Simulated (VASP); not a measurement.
# Cu3Au (Pm-3m) in VASP: further runs

One crystal, Cu3Au, is run at these levels: PBE+D3(BJ); tasks: single point, relaxation of cell and atoms.

Everything below comes from runs of VASP 6.6.1. Logs are shortened: lines on timing, memory, paths and dates and some standing lists are left out, and cuts for length are marked.

### Step 1. Starting point

The structure is cubic, space group Pm-3m (No. 221). Conventional cell: a = 3.719 Å, b = 3.719 Å, c = 3.719 Å, α = 90.00°, β = 90.00°, γ = 90.00°. Cu (site symmetry 4/mmm) is surrounded by 8 Cu at 2.63 Å and 4 Au at 2.63 Å. Au (site symmetry m-3m) has 12 Cu at 2.63 Å as nearest neighbours.

The cell comes from a database or a generator and needn't be the stable form of this composition.

### Step 2. Single point, PBE+D3(BJ)

Contents of INCAR:

```
SYSTEM = Cu3Au
PREC = Accurate ; ENCUT = 520
EDIFF = 1E-6 ; ISMEAR = 0
SIGMA = 0.1 ; LREAL = .FALSE.
LASPH = .TRUE. ; NELM = 100
ALGO = Fast ; ISIF = 2
LWAVE = .FALSE. ; LCHARG = .FALSE.
GGA = PE ; IVDW = 12
NBANDS = 30
```

Contents of KPOINTS:

```
regular mesh
0
G
  12 12 12
  0 0 0
```

Contents of POSCAR:

```
Cu3Au
1.0
    3.7189483100      0.0000000000      0.0000000000
    0.0000000000      3.7189483100      0.0000000000
    0.0000000000      0.0000000000      3.7189483100
Cu Au
3 1
Direct
    0.0000000000      0.5000000000      0.5000000000
    0.5000000000      0.5000000000      0.0000000000
    0.5000000000      0.0000000000      0.5000000000
    0.0000000000      0.0000000000      0.0000000000
```

Potentials or basis: VASP PAW PBE potentials, release 64 (Cu, Au).

Run with:

```
$ cat potpaw_PBE.64/Cu/POTCAR potpaw_PBE.64/Au/POTCAR > POTCAR
$ mpirun -np 1 vasp_std > vasp.out
```

OUTCAR:

```text
SYSTEM = Cu3Au
   PREC = Accurate
   ENCUT = 520
   EDIFF = 1E-6
   ISMEAR = 0
   LREAL = .FALSE.
   LASPH = .TRUE.
   NELM = 100
   ISIF = 2
   GGA = PE
   IVDW = 12
 IVDW          = 12

 ion  position               nearest neighbor table
   1  0.000  0.500  0.500-   2 2.63   3 2.63   4 2.63   2 2.63   4 2.63   3 2.63   4 2.63   4 2.63
                             2 2.63   3 2.63   2 2.63   3 2.63
   2  0.500  0.500  0.000-   1 2.63   3 2.63   4 2.63   1 2.63   3 2.63   3 2.63   4 2.63   3 2.63
                             1 2.63   4 2.63   1 2.63   4 2.63
   3  0.500  0.000  0.500-   1 2.63   2 2.63   4 2.63   2 2.63   4 2.63   1 2.63   2 2.63   2 2.63
                             1 2.63   4 2.63   4 2.63   1 2.63
   4  0.000  0.000  0.000-   1 2.63   2 2.63   3 2.63   1 2.63   3 2.63   1 2.63   2 2.63   1 2.63
                             2 2.63   3 2.63   3 2.63   2 2.63

  LATTYP: Found a simple cubic cell.
 ALAT       =     3.7189483100

  Lattice vectors:

 A1 = (   3.7189483100,   0.0000000000,   0.0000000000)
 A2 = (   0.0000000000,   3.7189483100,   0.0000000000)
 A3 = (   0.0000000000,   0.0000000000,   3.7189483100)

Analysis of symmetry for initial positions (statically):
=====================================================================
 Subroutine PRICEL returns:
 Original cell was already a primitive cell.

 Routine SETGRP: Setting up the symmetry group for a
 simple cubic supercell.

 Subroutine GETGRP returns: Found 48 space group operations
 (whereof 48 operations were pure point group operations)
 out of a pool of 48 trial point group operations.

The static configuration has the point symmetry O_h .

Analysis of symmetry for dynamics (positions and initial velocities):
=====================================================================
 Subroutine PRICEL returns:
 Original cell was already a primitive cell.

 Routine SETGRP: Setting up the symmetry group for a
 simple cubic supercell.

 Subroutine GETGRP returns: Found 48 space group operations
 (whereof 48 operations were pure point group operations)
 out of a pool of 48 trial point group operations.

The dynamic configuration has the point symmetry O_h .

 Subroutine INISYM returns: Found 48 space group operations
 (whereof 48 operations are pure point group operations),
 and found     1 'primitive' translations

----------------------------------------------------------------------------------------

                                     Primitive cell

  volume of cell :      51.4352

  direct lattice vectors                    reciprocal lattice vectors
     3.718948310  0.000000000  0.000000000     0.268893224  0.000000000  0.000000000
     0.000000000  3.718948310  0.000000000     0.000000000  0.268893224  0.000000000
     0.000000000  0.000000000  3.718948310     0.000000000  0.000000000  0.268893224

  length of vectors
     3.718948310  3.718948310  3.718948310     0.268893224  0.268893224  0.268893224

  position of ions in fractional coordinates (direct lattice)
     0.000000000  0.500000000  0.500000000
     0.500000000  0.500000000  0.000000000
     0.500000000  0.000000000  0.500000000
     0.000000000  0.000000000  0.000000000

  ion indices of the primitive-cell ions
   primitive index   ion index
                 1           1
                 2           2
                 3           3
                 4           4

----------------------------------------------------------------------------------------

 KPOINTS: regular mesh

Automatic generation of k-mesh.
 Grid dimensions read from file:
 generate k-points for:   12   12   12

 Generating k-lattice:

  Cartesian coordinates                     Fractional coordinates (reciprocal lattice)
     0.022407769  0.000000000  0.000000000     0.083333333  0.000000000  0.000000000
     0.000000000  0.022407769  0.000000000     0.000000000  0.083333333  0.000000000
     0.000000000  0.000000000  0.022407769     0.000000000  0.000000000  0.083333333

  Length of vectors
     0.022407769  0.022407769  0.022407769

  Shift w.r.t. Gamma in fractional coordinates (k-lattice)
     0.000000000  0.000000000  0.000000000

 Subroutine IBZKPT returns following result:
 ===========================================

 Found     84 irreducible k-points:

 Following reciprocal coordinates:
            Coordinates               Weight
  0.000000  0.000000  0.000000      1.000000
  0.083333  0.000000  0.000000      6.000000
  0.166667  0.000000  0.000000      6.000000
  0.250000  0.000000  0.000000      6.000000
  0.333333  0.000000  0.000000      6.000000
  0.416667  0.000000  0.000000      6.000000
[... 16 lines left out ...]
  0.333333  0.333333  0.000000     12.000000
  0.416667  0.333333  0.000000     24.000000
 [... further k-points ...]
   k-points           NKPTS =     84   k-points in BZ     NKDIM =     84   number of bands    NBANDS=     30
   number of dos      NEDOS =    301   number of ions     NIONS =      4
   total plane-waves  NPLWV =  21952
   dimension x,y,z NGX =    28 NGY =   28 NGZ =   28
   dimension x,y,z NGXF=    56 NGYF=   56 NGZF=   56
   ions per type =               3   1
   NGX,Y,Z   is equivalent  to a cutoff of  12.52, 12.52, 12.52 a.u.
   NGXF,Y,Z  is equivalent  to a cutoff of  25.03, 25.03, 25.03 a.u.
 SYSTEM =  Cu3Au
   PREC   = accura    normal or accurate (medium, high low for compatibility)
   ISTART =      0    job   : 0-new  1-cont  2-samecut
   ICHARG =      2    charge: 1-file 2-atom 10-const
   ISPIN  =      1    spin polarized calculation?
   LNONCOLLINEAR =      F non collinear calculations
   LSORBIT =      F    spin-orbit coupling
   LASPH  =      T    aspherical Exc in radial PAW
   ENCUT  =  520.0 eV  38.22 Ry    6.18 a.u.   6.91  6.91  6.91*2*pi/ulx,y,z
   NELM   =    100;   NELMIN=  2; NELMDL= -5     # of ELM steps
   EDIFF  = 0.1E-05   stopping-criterion for ELM
   LREAL  =      F    real-space projection
   EDIFFG = 0.1E-04   stopping-criterion for IOM
   NSW    =      0    number of steps for IOM
   IBRION =     -1    ionic relax: 0-MD 1-quasi-New 2-CG
   NFREE  =      0    steps in history (QN), initial steepest desc. (CG)
   ISIF   =      2    stress and relaxation
   ISYM   =      2    0-nonsym 1-usesym 2-fastsym
   POTIM  = 0.5000    time-step for ionic-motion
   TEBEG  =    0.0;   TEEND  =   0.0 temperature during run
   PSTRESS=    0.0 pullay stress
   NELECT =      44.0000    total number of electrons
   NUPDOWN=      -1.0000    fix difference up-down
   EMIN   =  10.00;   EMAX   =-10.00  energy-range for DOS
   EFERMI =   0.00;   METHOD = LEGACY
   ISMEAR =     0;   SIGMA  =   0.10  broadening in eV -4-tet -1-fermi 0-gaus
   EFERMI_NEDOS =   21; number of points for ismear=-14 and -15
   IALGO  =     68    algorithm
   IMIX   =      4    mixing-type and parameters
     AMIX     =   0.40;   BMIX     =  1.00
     AMIX_MAG =   1.60;   BMIX_MAG =  1.00
  volume/ion in A,a.u.               =      12.86        86.78
  Fermi-wavevector in a.u.,A,eV,Ry     =   1.554076  2.936778 32.860140  2.415152
  Thomas-Fermi vector in A             =   2.658214
   LORBIT       =      0    0 simple, 1 ext, 2 COOP (PROOUT), +10 PAW based schemes
   GGA     = PE    functional components
   LHFCALC =     F    Hartree Fock is set to
   AEXX    =    0.0000 exact exchange contribution
   IVDW    =    12    specifies the selected vdW correction
   LEPSILON=     F    determine dielectric tensor
   LRPA    =     F    only Hartree local field effects (RPA)
 non-spin polarized calculation
 RMM-DIIS sequential band-by-band and
 Gauss-broadening in eV      SIGMA  =   0.10
  energy-cutoff  :      520.00
  volume of cell :       51.44
 maximum number of plane-waves:      1409
 NGX is ok and might be reduce to    28
   NGX = 13   NGY = 13   NGZ = 13

 number of electron      44.0000093 magnetization

 Free energy of the ion-electron system (eV)
  ---------------------------------------------------
  ext. energy  EPLUGINS =         0.00000000
  ---------------------------------------------------
  free energy    TOTEN  =       -14.52533197 eV

  energy without entropy =      -14.52080598  energy(sigma->0) =      -14.52306897

 E-fermi :   8.6476     XC(G=0): -12.8364

 val. band max:        8.5732356305   @ k =   0.5000   0.5000   0.2500
 cond. band min:       8.6688558923   @ k =   0.2500   0.1667   0.1667
 fundamental gap:      0.0956202619
 Fermi energy:         8.6475863289

 k-point     1 :       0.0000    0.0000    0.0000
  band No.  band energies     occupation
      1      -1.2457      2.00000
      2       2.0261      2.00000
      3       2.0261      2.00000
      4       2.8804      2.00000
      5       2.8804      2.00000
      6       2.8804      2.00000
[... 22 lines left out ...]
     29      19.7286      0.00000
     30      19.7286      0.00000

 k-point     2 :       0.0833    0.0000    0.0000
  band No.  band energies     occupation
      1      -1.1603      2.00000
      2       2.0586      2.00000
      3       2.0687      2.00000
      4       2.8983      2.00000
      5       2.9017      2.00000
      6       2.9017      2.00000
[... 22 lines left out ...]
     29      19.6795      0.00000
     30      19.6795      0.00000

 k-point     3 :       0.1667    0.0000    0.0000
  band No.  band energies     occupation
      1      -0.9080      2.00000
      2       2.1506      2.00000
      3       2.1838      2.00000
      4       2.9490      2.00000
      5       2.9639      2.00000
      6       2.9639      2.00000
[... 22 lines left out ...]
     29      19.2735      0.00000
     30      19.2736      0.00000

 k-point     4 :       0.2500    0.0000    0.0000
  band No.  band energies     occupation
      1      -0.5024      2.00000
      2       2.2840      2.00000
      3       2.3266      2.00000
      4       3.0230      2.00000
      5       3.0603      2.00000
      6       3.0603      2.00000
[... 616 lines left out ...]
     29      21.1184      0.00000
     30      21.3536      0.00000

 k-point    23 :       0.3333    0.3333    0.0000
  band No.  band energies     occupation
      1       1.1554      2.00000
      2       2.4595      2.00000
      3       3.1821      2.00000
      4       3.2267      2.00000
      5       3.2305      2.00000
      6       3.3349      2.00000
[... 22 lines left out ...]
     29      19.2968      0.00000
     30      19.6840      0.00000

 k-point    24 :       0.4167    0.3333    0.0000
  band No.  band energies     occupation
      1       1.6420      2.00000
      2       2.3385      2.00000
      3       3.2170      2.00000
      4       3.2832      2.00000
      5       3.3550      2.00000
      6       3.5137      2.00000
[... 22 lines left out ...]
     29      19.8269      0.00000
     30      20.0384      0.00000

 [... further k-points ...]

------------------------ aborting loop because EDIFF is reached ----------------------------------------

 Edisp (eV)   -2.44616

 E8    (eV) :    -1.0643

  FORCE on cell =-STRESS in cart. coord.  units (eV):
  Direction    XX          YY          ZZ          XY          YZ          ZX
  --------------------------------------------------------------------------------------
  -------------------------------------------------------------------------------------
  Total      -0.00288    -0.00288    -0.00288     0.00000     0.00000    -0.00000
  in kB      -0.08985    -0.08985    -0.08985     0.00000     0.00000    -0.00000
  external pressure =       -0.09 kB  Pullay stress =        0.00 kB

 VOLUME and BASIS-vectors are now :
 -----------------------------------------------------------------------------
  energy-cutoff  :      520.00
  volume of cell :       51.44
      direct lattice vectors                 reciprocal lattice vectors
     3.718948310  0.000000000  0.000000000     0.268893224  0.000000000  0.000000000
     0.000000000  3.718948310  0.000000000     0.000000000  0.268893224  0.000000000
     0.000000000  0.000000000  3.718948310     0.000000000  0.000000000  0.268893224

 POSITION                                       TOTAL-FORCE (eV/Angst)
 -----------------------------------------------------------------------------------
      0.00000      1.85947      1.85947         0.000000      0.000000      0.000000
      1.85947      1.85947      0.00000         0.000000      0.000000      0.000000
      1.85947      0.00000      1.85947         0.000000      0.000000      0.000000
      0.00000      0.00000      0.00000         0.000000      0.000000      0.000000
 -----------------------------------------------------------------------------------
    total drift:                                0.000000      0.000000      0.000000

  FREE ENERGIE OF THE ION-ELECTRON SYSTEM (eV)
  ---------------------------------------------------
  free  energy   TOTEN  =       -16.9714955482 eV

  energy  without entropy=      -16.9669695593  energy(sigma->0) =      -16.96923255
```

It took 62 s on 1 thread of Intel Xeon 6975P-C (Granite Rapids), shared host; peak memory 0.24 GiB.

What came out:

- Free energy: -16.9715 eV
- Pressure: 0.0 GPa
- Band gap on the k mesh: none (metal or under the smearing width)
- Dispersion energy per atom: -0.612 eV

Caveat: pairwise dispersion overbinds metals, which lowers pressure and volume. Spin-orbit coupling is left out, which matters for the levels of Au.

(Continued in part 2 of 2.)
